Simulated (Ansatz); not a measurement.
# Ansatz 0.2.0, vacancy hop by nudged elastic band: Ga

input.yaml:

```yaml
crystal:
  lattice:
    - [0.0, 5.678468, 0.0]
    - [5.678468, 0.0, 0.0]
    - [4.258851, 4.258851, -6.761382]
  atoms:
    - { symbol: Ga, position: [0.00075591, -0.00854469, 0.00184204] }
    - { symbol: Ga, position: [0.00316889, 0.00228412, 0.66458465] }
    - { symbol: Ga, position: [0.00821627, 0.50278899, -0.00572522] }
    - { symbol: Ga, position: [0.00035423, 0.50452783, 0.33618857] }
    - { symbol: Ga, position: [4.87e-06, 0.49398294, 0.66802948] }
    - { symbol: Ga, position: [0.49200147, -0.00540271, 0.0062317] }
    - { symbol: Ga, position: [0.49558458, -0.00443939, 0.33565575] }
    - { symbol: Ga, position: [0.49764726, 0.00043278, 0.6695818] }
    - { symbol: Ga, position: [0.50045524, 0.50527364, 0.00077201] }
    - { symbol: Ga, position: [0.50085228, 0.49949393, 0.3390392] }
    - { symbol: Ga, position: [0.49740121, 0.49624259, 0.67122371] }
kpoints:
  mp_grid: { grid: [3, 3, 2] }
magnetization:
  spin_polarized: false
scf:
  occupations: { method: fermi_dirac, width: 0.05 }
hamiltonian:
  pseudopotentials: { kind: paw }
  xc: pbe
basis:
  ecutwfc: 420
neb:
  images: 5
  relax_end_points: true
  climbing: true
  f_tol: 0.1
  max_iterations: 40
  order_check: false
  final_atoms:
    - { symbol: Ga, position: [0.00075591, -0.00854469, 0.00184204] }
    - { symbol: Ga, position: [0.00316889, 0.00228412, 0.66458465] }
    - { symbol: Ga, position: [0.00821627, 0.50278899, -0.00572522] }
    - { symbol: Ga, position: [0.00035423, 0.50452783, 0.33618857] }
    - { symbol: Ga, position: [4.87e-06, 0.49398294, 0.66802948] }
    - { symbol: Ga, position: [-0.0074196, -0.00536097, 0.334723] }
    - { symbol: Ga, position: [0.49558458, -0.00443939, 0.33565575] }
    - { symbol: Ga, position: [0.49764726, 0.00043278, 0.6695818] }
    - { symbol: Ga, position: [0.50045524, 0.50527364, 0.00077201] }
    - { symbol: Ga, position: [0.50085228, 0.49949393, 0.3390392] }
    - { symbol: Ga, position: [0.49740121, 0.49624259, 0.67122371] }
```

Run with:

```bash
ansatz run input.yaml --threads 4 --pin off --max-ram 8192MiB --backend cpu --events-out ev --progress --plain --runs-dir out
```

Origin of the cell: a database entry, scaled a little.

The cell is 2×2×3 cells of Ga with one Ga taken out; atom 6 (Ga) hops into the empty site, 2.99 Å away before the end points are relaxed. All atoms were shaken by about 0.02 Å first.

Output (shortened):

```
Warning: neb: disabling space-group detection — the band's intermediate images generally break the endpoint symmetry, so no spatial operation reduces the k-mesh or symmetrises the density, ex […]
Pseudopotentials: kind: paw
Pseudopotential: Ga, paw, valence charge 13, recommended cutoff 420 eV (normal), Ga.paw.azcp
Functional definition: PBE
  exchange = pbe_x(kappa = kappa, mu = beta*pi^2/3)
  correlation = pbe_c(beta = beta)
parallel-image band execution: 2 concurrent image workers
NEB image 0
Crystal: 11 atoms, lattice volume = 218.021 Å³
Basis set: ecut = 420 eV, 4277 PW (Γ), exchange–correlation on 80×80×128 points (8 copies of the dense FFT grid, shifted against one another)
Bands: 86, of which v1, the nominal top of the filled ones, is band 72 counted from 1 (71 counted from 0)
Symmetry: 1 space group operations
[… 3 lines left out …]
Initial density: superposition of atomic densities (neutral atoms: chi_scale 0, normalization atom), corrected by the library's trained network
Functional: x = pbe(κ = 0.804, μ = 0.219515), c = pbe(β = 0.066725)
SCF iter   1: F=—  HF=-41613.050233 eV  Δρ=3.47e-3  dr2=7.48e-2  defer=3
SCF iter   2: F=—  HF=-41613.036246 eV  Δρ=2.53e-3  dr2=3.72e-2  defer=51
SCF iter   3: F=—  HF=-41613.024891 eV  Δρ=6.91e-4  dr2=1.57e-3  defer=51
SCF iter   4: F=—  HF=-41613.024143 eV  Δρ=1.59e-4  dr2=4.19e-5  defer=51
SCF iter   5: F=—  HF=-41613.024147 eV  Δρ=5.54e-5  dr2=7.18e-6  defer=51
SCF iter   6: F=—  HF=-41613.024145 eV  Δρ=1.60e-5  dr2=4.01e-7  defer=51
SCF iter   7: F=-41613.024146 eV  HF=-41613.024146 eV  Δρ=4.92e-6  dr2=3.50e-8
NEB iter   1: max|band force component| = 1.520e0 eV/Å  barrier→ = 0.7393 eV  barrier← = 0.7396 eV  Δτ_max = 0.1311 Å  (57 SCF iters)
NEB iter   2: max|band force component| = 6.761e-1 eV/Å  barrier→ = 0.3980 eV  barrier← = 0.3983 eV  Δτ_max = 0.1982 Å  (38 SCF iters)
NEB iter   3: max|band force component| = 2.313e-1 eV/Å  barrier→ = 0.2480 eV  barrier← = 0.2482 eV  CI = image 3  Δτ_max = 0.1964 Å  (37 SCF iters)
NEB iter   4: max|band force component| = 1.243e-1 eV/Å  barrier→ = 0.1929 eV  barrier← = 0.1932 eV  CI = image 3  Δτ_max = 0.1970 Å  (35 SCF iters)
NEB iter   5: max|band force component| = 5.970e-2 eV/Å  barrier→ = 0.1824 eV  barrier← = 0.1826 eV  CI = image 3  Δτ_max = 0.1696 Å  (35 SCF iters)
NEB iter   6: max|band force component| = 4.295e-1 eV/Å  barrier→ = 0.1740 eV  barrier← = 0.1742 eV  CI = image 3  Δτ_max = 0.1970 Å  (8 SCF iters)
NEB iter   7: max|band force component| = 1.227e-1 eV/Å  barrier→ = 0.1729 eV  barrier← = 0.1731 eV  CI = image 3  Δτ_max = 0.1965 Å  (39 SCF iters)
NEB iter   8: max|band force component| = 1.077e-1 eV/Å  barrier→ = 0.1692 eV  barrier← = 0.1695 eV  CI = image 3  Δτ_max = 0.1135 Å  (35 SCF iters)
NEB iter   9: max|band force component| = 5.078e-2 eV/Å  barrier→ = 0.1641 eV  barrier← = 0.1644 eV  CI = image 3  Δτ_max = 0.0692 Å  (34 SCF iters)
NEB iter  10: max|band force component| = 1.255e-1 eV/Å  barrier→ = 0.1611 eV  barrier← = 0.1613 eV  CI = image 3  Δτ_max = 0.0814 Å  (7 SCF iters)
[… 2 lines left out …]
NEB iter  13: max|band force component| = 1.446e-1 eV/Å  barrier→ = 0.1268 eV  barrier← = 0.1271 eV  CI = image 3  Δτ_max = 0.1846 Å  (36 SCF iters)
NEB iter  14: max|band force component| = 1.799e0 eV/Å  barrier→ = 0.1190 eV  barrier← = 0.1192 eV  CI = image 2  Δτ_max = 0.1971 Å  (35 SCF iters)
NEB iter  15: max|band force component| = 1.001e0 eV/Å  barrier→ = 0.1236 eV  barrier← = 0.1239 eV  CI = image 3  Δτ_max = 0.1959 Å  (33 SCF iters)
NEB iter  16: max|band force component| = 7.127e-1 eV/Å  barrier→ = 0.1185 eV  barrier← = 0.1188 eV  CI = image 2  Δτ_max = 0.1995 Å  (33 SCF iters)
NEB iter  17: max|band force component| = 7.584e-1 eV/Å  barrier→ = 0.1027 eV  barrier← = 0.1030 eV  CI = image 4  Δτ_max = 0.2000 Å  (38 SCF iters)
NEB iter  18: max|band force component| = 1.483e-1 eV/Å  barrier→ = 0.1074 eV  barrier← = 0.1076 eV  CI = image 4  Δτ_max = 0.1365 Å  (36 SCF iters)
NEB iter  19: max|band force component| = 5.921e-2 eV/Å  barrier→ = 0.0979 eV  barrier← = 0.0982 eV  CI = image 4  Δτ_max = 0.0286 Å  (34 SCF iters)
NEB iter  20: max|band force component| = 8.889e-2 eV/Å  barrier→ = 0.0922 eV  barrier← = 0.0924 eV  CI = image 4  Δτ_max = 0.1119 Å  (6 SCF iters)
NEB iter  21: max|band force component| = 4.097e-1 eV/Å  barrier→ = 0.0903 eV  barrier← = 0.0906 eV  CI = image 4  Δτ_max = 0.0695 Å  (8 SCF iters)
NEB iter  22: max|band force component| = 4.116e-2 eV/Å  barrier→ = 0.0896 eV  barrier← = 0.0898 eV  CI = image 4  Δτ_max = 0.0000 Å  (31 SCF iters)
--- NEB band (7 images, 22 band iterations, 652 SCF iterations, 161 more in tests of the images' electronic states and relaxations of end points) ---
  forward barrier  = 0.089571 eV
  backward barrier = 0.089839 eV
  lagrangian_above_aufbau_ev (what the smearing adds, to first order; not taken off the barriers): saddle image -0.009808 eV, end points -0.012866 and -0.012390 eV
  climbing image's point = of an order that was not read
  energies are F+E_penalty+E_count in eV, relative to image 0
  image     s (Å)  Δ vs image 0  max|band force component| (eV/Å)
      0    0.0000      0.000000                                 —
      1    1.1162      0.072916                          1.176e-2
      2    2.2324      0.067319                          4.116e-2
      3    3.3487      0.036960                          2.758e-2
  *   4    4.4653      0.089571                          1.374e-2
      5    5.7376      0.078615                          8.530e-3
      6    7.0099     -0.000268                                 —
```

The converged band:

```csv
image,path over all atoms (Å),ΔF (eV),Ga x,y,z (Å)
0,0.00,0.000,0.27,2.47,0.17
1,1.12,0.073,0.06,2.65,-0.03
2,2.23,0.067,0.05,2.62,-0.14
3,3.35,0.037,0.41,2.39,-0.40
4,4.47,0.090,0.53,2.21,-0.83
5,5.74,0.079,0.96,1.99,-1.67
6,7.01,0.000,1.13,1.60,-2.21
```

Relaxed start, forces in eV/Å:

```xyz
11
Lattice="0.000 5.678 0.000 5.678 0.000 0.000 4.259 4.259 -6.761" Properties=species:S:1:pos:R:3:forces:R:3 pbc="T T T" image=0
Ga   -0.115   -0.253    0.050    0.001   -0.007   -0.009
Ga    2.910    2.519   -4.512    0.007    0.002   -0.004
Ga    2.648    0.305   -0.088    0.003    0.004    0.002
Ga    4.665    1.956   -2.242   -0.010   -0.008   -0.004
Ga    5.868    2.862   -4.736   -0.002    0.002    0.002
Ga    0.267    2.474    0.166    0.007    0.005    0.007
Ga    1.129    3.884   -2.255   -0.005    0.003    0.002
Ga    2.701    5.406   -4.645   -0.002   -0.001   -0.002
Ga    3.019    2.996   -0.160   -0.006   -0.001    0.000
Ga    3.877    4.816   -2.266    0.003    0.002    0.002
Ga    5.694    5.756   -4.244    0.004    0.000    0.002
```

Highest image (4), forces in eV/Å:

```xyz
11
Lattice="0.000 5.678 0.000 5.678 0.000 0.000 4.259 4.259 -6.761" Properties=species:S:1:pos:R:3:forces:R:3 pbc="T T T" image=4
Ga    0.011   -0.780    0.167   -0.005    0.011    0.002
Ga    2.725    2.811   -4.265   -0.004    0.007    0.006
Ga    2.801   -0.093    0.047    0.003   -0.004    0.004
Ga    3.981    1.246   -2.328   -0.011    0.002   -0.006
Ga    5.722    2.595   -4.394   -0.001   -0.004   -0.004
Ga    0.530    2.213   -0.828    0.011   -0.009    0.008
Ga    1.507    5.297   -2.474   -0.006   -0.004   -0.003
Ga    2.997    5.750   -4.959   -0.005    0.002   -0.002
Ga    3.124    2.910   -0.161    0.000    0.001   -0.001
Ga    4.493    4.219   -2.424    0.009    0.002   -0.001
Ga    5.706    5.595   -4.794    0.008   -0.003   -0.004
```

Relaxed end, forces in eV/Å:

```xyz
11
Lattice="0.000 5.678 0.000 5.678 0.000 0.000 4.259 4.259 -6.761" Properties=species:S:1:pos:R:3:forces:R:3 pbc="T T T" image=6
Ga   -0.519   -0.379   -0.034    0.001   -0.002    0.001
Ga    2.838    2.653   -4.312   -0.002    0.002   -0.001
Ga    2.294    0.401   -0.017   -0.001    0.003    0.001
Ga    4.113    1.257   -2.114   -0.001    0.000   -0.001
Ga    5.618    2.831   -4.790   -0.002   -0.004   -0.001
Ga    1.127    1.596   -2.211    0.000   -0.002    0.002
Ga    1.670    4.353   -2.317    0.002    0.000   -0.001
Ga    3.144    5.605   -4.502   -0.001   -0.002   -0.001
Ga    3.217    3.155   -0.020    0.004    0.002    0.001
Ga    4.624    3.998   -2.437    0.000    0.001    0.000
Ga    5.937    5.814   -4.399    0.002    0.001   -0.001
```

Barrier of this path: 0.09 eV forwards, 0.09 eV backwards, after 22 band iterations.

Caveats: no moments, though an odd count or open d shells may carry them; the highest image isn't shown to be the top of the path; the k mesh is coarse if the cell is a metal; a small cell with a neutral vacancy and no spin, whose shape can make like sites unlike; the cell is held at a rescaled volume, and strain moves barriers; the hop was drawn among near neighbours and need not be the easiest path; few images and a loose tolerance, and neither the top nor the ends were tested for their order; another atom moves far along the path.

The run took 8.8 min on 4 threads of Intel(R) Xeon(R) Platinum 8375C CPU @ 2.90GHz (Ice Lake), with other jobs on the host, peak memory 1.3 GiB, from the program's own first density.
